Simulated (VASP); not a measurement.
PbO2:

```
Pb O
1.0
     0.00000    2.70199    2.70199
     2.70199    0.00000    2.70199
     2.70199    2.70199    0.00000
Pb O
1 2
Direct
  0.00000 0.00000 0.00000
  0.75000 0.75000 0.75000
  0.25000 0.25000 0.25000
```

The cell comes from a database or a generator and needn't be the stable form of this composition.

```yaml
Program: VASP 6.6.1
Task: relaxation of cell and atoms
Functional: LDA
Potentials_or_basis: VASP PAW LDA potentials, release 64 (Pb_d, O)
Cutoff: 600 eV
k_mesh: 8 × 8 × 8
Occupations: fermi-dirac, width 0.05 eV
Spin: no spin polarisation
```

At the start: pressure -9.8 GPa; volume 13.15 Å³/atom.

Problem. How do energy, volume and symmetry change on relaxing?

Solution. Over 3 steps the energy falls by 29.4 meV/atom and the volume is 12.26 Å³/atom (-6.8 %); space group Fm-3m (No. 225, to 0.05 Å).

Step by step:
```tsv
step	energy change (eV)	largest force (eV/Å)	pressure (GPa)	volume (Å³)
1	0.0000	0.0000	-9.83	39.45
2	-0.0412	0.0000	9.16	35.02
3	-0.0881	0.0000	-0.09	36.78
```

Final structure:
```
CELL_PARAMETERS angstrom
0.00000 2.63951 2.63951
2.63951 0.00000 2.63951
2.63951 2.63951 0.00000
ATOMIC_POSITIONS crystal
Pb 0.00000 0.00000 0.00000
O 0.75000 0.75000 0.75000
O 0.25000 0.25000 0.25000
```
